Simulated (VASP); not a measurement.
A run of VASP 6.6.1 is set up as follows.

Contents of INCAR:

```
SYSTEM = Ag
ALGO     = Normal         ! electronic algorithm
EDIFF    = 1E-7           ! SCF threshold, eV
ENCUT    = 520            ! plane-wave cutoff, eV
GGA      = PE             ! functional
ISIF     = 2              ! what is computed and relaxed
ISMEAR   = -1             ! smearing method
LASPH    = .True.         ! aspherical terms in the spheres
LCHARG   = .False.        ! write CHGCAR
LREAL    = .False.        ! projectors in reciprocal space
LWAVE    = .False.        ! write WAVECAR
NBANDS   = 12             ! bands
NELM     = 80             ! most SCF steps
PREC     = Accurate       ! precision mode
SIGMA    = 0.05           ! smearing width, eV
```

The input KPOINTS:

```
k-points
0
Gamma
  11 11 11
  0 0 0
```

The input POSCAR:

```
Ag
1.0
    0.0000000000      2.0427500000      2.0427500000
    2.0427500000      0.0000000000      2.0427500000
    2.0427500000      2.0427500000      0.0000000000
Ag
1
Direct
    0.0000000000      0.0000000000      0.0000000000
```

Potentials or basis: VASP PAW PBE potentials, release 64 (Ag).

Command:

```console
$ cat potpaw_PBE.64/Ag/POTCAR > POTCAR
$ mpirun -np 1 vasp_std > vasp.out
```

Q: Estimate the band gap on the k mesh.

A: None (metal or under the smearing width).

Q: Predict the pressure.

A: 4.3 GPa.
